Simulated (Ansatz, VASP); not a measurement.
# Two plane-wave programs on Ta

File INCAR:

```
SYSTEM = Ta
ALGO     = Normal         ! electronic algorithm
EDIFF    = 1E-7           ! SCF threshold, eV
ENCUT    = 520            ! plane-wave cutoff, eV
GGA      = PE             ! functional
ISIF     = 2              ! what is computed and relaxed
ISMEAR   = 0              ! smearing method
LASPH    = .True.         ! aspherical terms in the spheres
LCHARG   = .False.        ! write CHGCAR
LREAL    = .False.        ! projectors in reciprocal space
LWAVE    = .False.        ! write WAVECAR
NBANDS   = 54             ! bands
NELM     = 100            ! most SCF steps
PREC     = Accurate       ! precision mode
SIGMA    = 0.1            ! smearing width, eV
```

The input KPOINTS:

```
k-points
0
Gamma
  4 4 4
  0 0 0
```

Contents of POSCAR:

```
Ta
1.0
    5.3121625516      0.0000000000      0.0000000000
    0.0000000000      5.3121625516      0.0000000000
    0.0000000000      0.0000000000      5.3121625516
Ta
8
Direct
    0.5000000000      0.5000000000      0.5000000000
    0.0000000000      0.0000000000      0.0000000000
    0.2500000000      0.0000000000      0.5000000000
    0.5000000000      0.2500000000      0.0000000000
    0.5000000000      0.7500000000      0.0000000000
    0.7500000000      0.0000000000      0.5000000000
    0.0000000000      0.5000000000      0.7500000000
    0.0000000000      0.5000000000      0.2500000000
```

Input for Ansatz:

```yaml
crystal:
  lattice:
    - [5.3121625516, 0.0, 0.0]
    - [0.0, 5.3121625516, 0.0]
    - [0.0, 0.0, 5.3121625516]
  atoms:
    - { symbol: Ta, position: [0.5, 0.5, 0.5] }
    - { symbol: Ta, position: [0.0, 0.0, 0.0] }
    - { symbol: Ta, position: [0.25, 0.0, 0.5] }
    - { symbol: Ta, position: [0.5, 0.25, 0.0] }
    - { symbol: Ta, position: [0.5, 0.75, 0.0] }
    - { symbol: Ta, position: [0.75, 0.0, 0.5] }
    - { symbol: Ta, position: [0.0, 0.5, 0.75] }
    - { symbol: Ta, position: [0.0, 0.5, 0.25] }
basis:
  ecutwfc: 420
kpoints:
  mp_grid: { grid: [4, 4, 4] }
hamiltonian:
  xc: pbe
scf:
  occupations: { method: gaussian, width: 0.1 }
  lower_state_search: "off"
output:
  forces: true
  stress: true
  eigenvalues: true
```

Alike in both runs: task single point; functional PBE; k mesh 4 × 4 × 4; occupations gaussian, width 0.1 eV; no spin polarisation.

```csv
,VASP,Ansatz
version,VASP 6.6.1,Ansatz 0.2.0
potentials or method,"VASP PAW PBE potentials, release 64 (Ta_pv)","scalar-relativistic, plane waves, PAW"
plane-wave cutoff (eV),520,420
valence electrons in the cell,88,104
```

```csv
,VASP,Ansatz,Ansatz less VASP
gap on the k mesh at the Fermi level (eV),none,none,-
pressure (GPa),0.6,0.5,-0.08
```

A gap of «none» marks a metal or a gap that the smearing closes. The two sets of potentials don't hold the same shells in valence.

The runs have no spin-orbit coupling, so splittings on Ta are missing.
